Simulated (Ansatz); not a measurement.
# Pb (C2/m) in Ansatz: reference runs

Reference runs on Pb: the cell as given and a disturbed copy.

Everything below comes from runs of Ansatz 0.2.0. Logs are shortened: lines on timing, memory, paths and dates and some standing lists are left out, and cuts for length are marked.

**1. Starting point**

Symmetry: C2/m, No. 12, monoclinic system. Conventional cell: a = 6.077 Å, b = 3.501 Å, c = 6.452 Å, α = 90.00°, β = 109.14°, γ = 90.00°. Pb (site symmetry m) has 10 Pb at 3.34 to 3.51 Å as nearest neighbours.

This isn't the form of Pb at room conditions, which is fcc.

**2. Single point, PBE**

File input.yaml:

```yaml
crystal:
  lattice:
    - [3.0386068135, -1.75031996, 0.0]
    - [3.0386068135, 1.75031996, 0.0]
    - [-2.1154626375, 0.0, 6.0952248674]
  atoms:
    - { symbol: Pb, position: [0.90850841, 0.90850841, 0.7262922] }
    - { symbol: Pb, position: [0.09149159, 0.09149159, 0.2737078] }
hamiltonian:
  xc: pbe
  pseudopotentials: { kind: paw }
kpoints:
  mp_grid: { grid: [9, 9, 5] }
scf:
  occupations: { method: fermi_dirac, width: 0.05 }
output:
  forces: true
  stress: true
  eigenvalues: true
  write_density: true
  write_potential: true
  elf: true
  volumetric_format: npy
```

Potentials or basis: Ansatz PAW.

The run is started by

```console
> ansatz run input.yaml --threads 2 --pin off --max-ram 5120MiB --backend cpu --events-out ev --progress --plain --runs-dir out
```

Output:

```text
Warning: RAYON_NUM_THREADS=2 ignored (pool sized by the plan → 2); use --threads N
Engine: ansatz 0.2.0, aarch64-unknown-linux-gnu
Pseudopotentials: kind: paw
Pseudopotential: Pb, paw, valence charge 14, recommended cutoff 420 eV (normal), Pb.paw.azcp
Functional definition: PBE
  parameter kappa = 0.804
  parameter beta = 0.06672455060314922
  exchange = pbe_x(kappa = kappa, mu = beta*pi^2/3)
  correlation = pbe_c(beta = beta)
Crystal: 2 atoms, lattice volume = 64.835 Å³
Basis set: ecut = 420 eV, 1265 PW (Γ), exchange–correlation on 48×48×90 points (8 copies of the dense FFT grid, shifted against one another)
Bands: 18, of which v1, the nominal top of the filled ones, is band 14 counted from 1 (13 counted from 0)
Symmetry: 4 space group operations
Space group: C2/m (ITA 12), of the structure as read, at distance tolerance 4.0e-5 Å
k-points: 115 of 405
Non-local potential: Pb, projectors of the file, l = 0: 2, l = 1: 2, l = 2: 2, l = 3: 2
PAW form: soft (Blöchl's): semilocal exchange-correlation on the pseudo side does not see the compensation charge
PAW one-centre angular grid: Pb, 590 points (default); XC on 64 Gauss nodes
Initial density: superposition of atomic densities (neutral atoms: chi_scale 0, normalization atom), corrected by the library's trained network
Initial wavefunctions: pseudopotential atomic-orbital guess
Functional: x = pbe(κ = 0.804, μ = 0.2195149727645171), c = pbe(β = 0.06672455060314922)
SCF iter   1: F=—  HF=-23812.715614 eV  |F-HF|=—  |Δ(HF+E_count)|=         —  Δρ=7.62e-4  dr2=4.01e-4  ethr=1.77e-3  ⟨swp⟩=6.3  Hψ=10324  notcnv=0
preconditioner: auto → Kerker (q_TF=auto, 2.372 Å⁻¹)  [metal: Δε(μ)=0.055 eV  Ē_g=16.729 eV  σ=0.050 eV  W_gap=0.26  n_scr=16 (ndim 8)  ℏωp=24.4 eV  f_vac=0.000  D(μ)=0.98/eV (n_scr^D=2)]
SCF iter   2: F=—  HF=-23812.713748 eV  |F-HF|=—  |Δ(HF+E_count)|=   1.87e-3  Δρ=5.54e-4  dr2=2.54e-4  ethr=1.43e-6  ⟨swp⟩=2.1  Hψ=4580  notcnv=0
SCF iter   3: F=—  HF=-23812.713770 eV  |F-HF|=—  |Δ(HF+E_count)|=   2.15e-5  Δρ=2.63e-4  dr2=7.08e-5  ethr=9.06e-7  ⟨swp⟩=1.8  Hψ=2418  notcnv=0
SCF iter   4: F=—  HF=-23812.713770 eV  |F-HF|=—  |Δ(HF+E_count)|=   4.60e-7  Δρ=9.18e-5  dr2=3.71e-6  ethr=2.53e-7  ⟨swp⟩=2.5  Hψ=3070  notcnv=0
SCF iter   5: F=—  HF=-23812.713770 eV  |F-HF|=—  |Δ(HF+E_count)|=   6.36e-8  Δρ=2.33e-5  dr2=3.52e-7  ethr=1.33e-8  ⟨swp⟩=2.9  Hψ=3679  notcnv=0
SCF iter   6: F=-23812.713770 eV  HF=-23812.713770 eV  |F-HF|=2.18e-8  |Δ(HF+E_count)|=   6.53e-8  Δρ=6.59e-6  dr2=3.78e-8  ethr=3.57e-10  ⟨swp⟩=9.9  Hψ=14384  notcnv=0
SCF 1 converged in 6 iterations: F = -23812.713770 eV  dr2 = 3.78e-8
SCF converged after 6 iterations
Free energy (F): -23812.713770 eV
Harris-Foulkes:  -23812.713770 eV  (|F-HF|=2.18e-8)
Internal energy: -23812.705732 eV  (E = F + TS)
E sigma→0 (E₀):  -23812.709751 eV
Entropy (-TS):   -0.008038 eV (-4.019 meV/atom)
Fermi energy:    9.934636 eV
--- Per-component energies (eV) ---
  E_band       = -100.135646
  E_kinetic    = 577.436044
  E_local      = -2178.225298  (includes V_loc(G=0)·N_el)
  E_nonlocal   = 699.174020
  E_hartree    = 868.021935
  E_xc         = -441.069253
  E_vxc        = -264.372903  (∫ρ·V_xc dr)
  E_paw        = -20811.549893  (= ΣΔE_a)
  E_vpaw       = -670.186354  (= ΣTr[D̂ρ^β])
  E_aug_tail   = 0.000098  (compensation charges beyond the density's cutoff)
  E_ewald      = -2526.493385
  E_smearing   = -0.008038  (= −TS)
  E_closure    = 0.000000  (closes the sum)
  Σ components = -23812.713770   (vs F -23812.713770, Δ=0.00e0)
--- Forces (eV/Å), atoms counted from 1 ---
  atom   1  Pb     0.02859394     0.00000000    -0.07387860
  atom   2  Pb    -0.02859394     0.00000000     0.07387860
  max |Σ_I F_I| component: 1.39e-17 eV/Å
--- Stress (GPa, compression-positive) ---
        0.815263       0.000000       0.005254
        0.000000       0.845866       0.000000
        0.005254       0.000000       0.763053
  P = ⅓ Tr σ = 0.8081 GPa (8.081 kbar)
--- Band table (eV; the first three rows and the last of 115) ---
  k-point 0: bands = ["-7.1791", "-7.0608", "-7.0606", "-7.0580", "-7.0569", "-7.0413", "-6.9263", "-6.9177", "-6.8828", "-6.8743", "-1.5036", "1.5786", "5.9712", "16.1779", "16.3787", "16.4314", "16.4805", "16.5951"]
  k-point 1: bands = ["-7.1884", "-7.0675", "-7.0642", "-7.0561", "-7.0530", "-7.0278", "-6.9493", "-6.9419", "-6.8554", "-6.8485", "-1.3598", "1.0663", "6.8662", "14.2778", "15.9142", "15.9364", "17.0472", "17.1450"]
  k-point 2: bands = ["-7.2007", "-7.0680", "-7.0649", "-7.0611", "-7.0580", "-7.0083", "-6.9685", "-6.9601", "-6.8306", "-6.8227", "-0.9959", "0.2543", "8.8514", "11.5398", "15.6012", "15.6429", "17.4632", "17.6025"]
  k-point 114: bands = ["-7.1691", "-7.1326", "-7.0920", "-7.0658", "-7.0131", "-6.9144", "-6.8877", "-6.8333", "-6.8116", "-6.7686", "1.7962", "3.3996", "6.5434", "7.8887", "10.1616", "11.5633", "12.7882", "13.6520"]
```

rho_z.tsv:

```text
# z_ang	rho[e/angstrom^3]
# format = ansatz-planar-average/11
# lattice	3.038606813	-1.750319960	0.000000000
# lattice	3.038606813	1.750319960	0.000000000
# lattice	-2.115462637	0.000000000	6.095224867
# sites	2
# site	82	3.984755676	0.000000000	4.426914278
# site	82	-0.023004687	0.000000000	1.668310589
0.000000	6.040966e-2
0.143375	6.307916e-2
0.286751	7.158287e-2
0.430126	8.747891e-2
0.573502	1.138699e-1
0.716877	1.555951e-1
[... 37 lines left out ...]
6.165144	7.158287e-2
6.308519	6.307916e-2
```

v_z.tsv:

```text
# z_ang	v_es[eV]	v_tot[eV]
# format = ansatz-planar-average/11
# xc	pbe
# density_cutoff_ev	1680
# datasets	Pb=:simpson_from_first_knot:soft
# lattice	3.038606813	-1.750319960	0.000000000
# lattice	3.038606813	1.750319960	0.000000000
# lattice	-2.115462637	0.000000000	6.095224867
# sites	2
# site	82	3.984755676	0.000000000	4.426914278
# site	82	-0.023004687	0.000000000	1.668310589
0.000000	1.245135e1	5.980728e0
0.143375	1.234848e1	5.897360e0
0.286751	1.203798e1	5.494048e0
0.430126	1.149156e1	4.620264e0
0.573502	1.068493e1	3.295075e0
0.716877	9.280359e0	1.214368e0
[... 37 lines left out ...]
6.165144	1.203798e1	5.494048e0
6.308519	1.234848e1	5.897360e0
```

It took 3.7 s on 2 threads of Arm Neoverse V2, shared host; peak memory 0.39 GiB.

What came out:

| Quantity | Value |
| --- | --- |
| Free energy | -23812.7138 eV |
| Pressure | 0.8 GPa |
| Largest force | 0.079 eV/Å |
| Band gap on the k mesh | none (metal or under the smearing width) |

Forces in eV/Å, atoms in the order of the input:
```
Pb   0.029  0.000 -0.074
Pb  -0.029  0.000  0.074
```

**3. Single point, PBE (atoms moved at random, drawn with an rms of 0.05 Å)**

File input.yaml:

```yaml
crystal:
  lattice:
    - [3.0386068135, -1.75031996, 0.0]
    - [3.0386068135, 1.75031996, 0.0]
    - [-2.1154626375, 0.0, 6.0952248674]
  atoms:
    - { symbol: Pb, position: [0.8992, 0.912609, 0.728888] }
    - { symbol: Pb, position: [0.093415, 0.082484, 0.271471] }
hamiltonian:
  xc: pbe
  pseudopotentials: { kind: paw }
kpoints:
  mp_grid: { grid: [9, 9, 5] }
scf:
  occupations: { method: fermi_dirac, width: 0.05 }
output:
  forces: true
  stress: true
  eigenvalues: true
```

Potentials or basis: Ansatz PAW.

The run is started by

```console
> ansatz run input.yaml --threads 2 --pin off --max-ram 5120MiB --backend cpu --events-out ev --progress --plain --runs-dir out
```

Run time: 4.6 s. Hardware: 2 threads of Arm Neoverse V2, shared host; peak memory 0.45 GiB.

It converged, with:

```yaml
Free_energy: -23812.7102 eV
Pressure: 0.7 GPa
Largest_force: 0.146 eV/Å
Band_gap_on_the_k_mesh: none (metal or under the smearing width)
```

Forces on the atoms (eV/Å):
```
Pb   0.029 -0.011 -0.142
Pb  -0.029  0.011  0.142
```

Stress tensor (GPa, compression positive):
```
 0.67 -0.06 -0.01
-0.06  0.66 -0.12
-0.01 -0.12  0.75
```

Levels at points of the mesh, in eV from the Fermi level:
```csv
k point,band 11,band 12,band 13,band 14,band 15,band 16,band 17,band 18
"(0.00, 0.00, 0.00)",-11.43,-8.38,-3.99,6.21,6.47,6.49,6.56,6.63
```
